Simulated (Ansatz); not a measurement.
Two isomers of C5H5N: A = `C=C/C=C/C#N`, B = `c1ccncc1`.

Gas-phase electronic energies from Ansatz, PBE0-D4/def2-TZVP geometries. CCSD(T)/CBS is the MP2 limit (def2-TZVPP, def2-QZVPP) plus CCSD(T) − MP2 in def2-TZVPP, frozen cores. DFT in def2-TZVPP. B3LYP here is the variant with VWN-RPA as its local correlation; programs differ in this. Each species was taken in one conformer, which may not be the lowest.

Task: Which isomer does CCSD(T)/CBS put lower? Give the gap. (Best estimate.)

Result: The calculation gave: B, by 111.7 kJ/mol.

Task: Give E(B) − E(A) in kJ/mol with BLYP-D4, HF/def2-TZVPP, PBE-D4, LDA (SPW92), B3LYP, B2PLYP, CCSD(T)/def2-TZVPP. (An estimate is asked.)

Result: Computed: BLYP-D4 -103.2, HF/def2-TZVPP -94.3, PBE-D4 -129.6, LDA (SPW92) -171.2, B3LYP -108.0, B2PLYP -109.9, CCSD(T)/def2-TZVPP -105.6. None reverses the order clearly.

Task: Does the order hold for the free energy at 298.15 K (harmonic terms from PBE0-D4)? (Estimate.)

Result: Ansatz gave: Yes: G(B) − G(A) = -92.5 kJ/mol, for one conformer each.

Largest T1 diagnostic: 0.014.

From PBE to PBE0 (25 % exact exchange), in def2-TZVPP and without D4, E(B) − E(A) moves by −14.9 kJ/mol. Leaving LDA and LC-ωPBE aside and taking each functional with its dispersion term where it has one, the values spread over 40.2 kJ/mol, from PBE0-D4 to BLYP-D4. LDA lies −47.1 kJ/mol from PBE without D4.
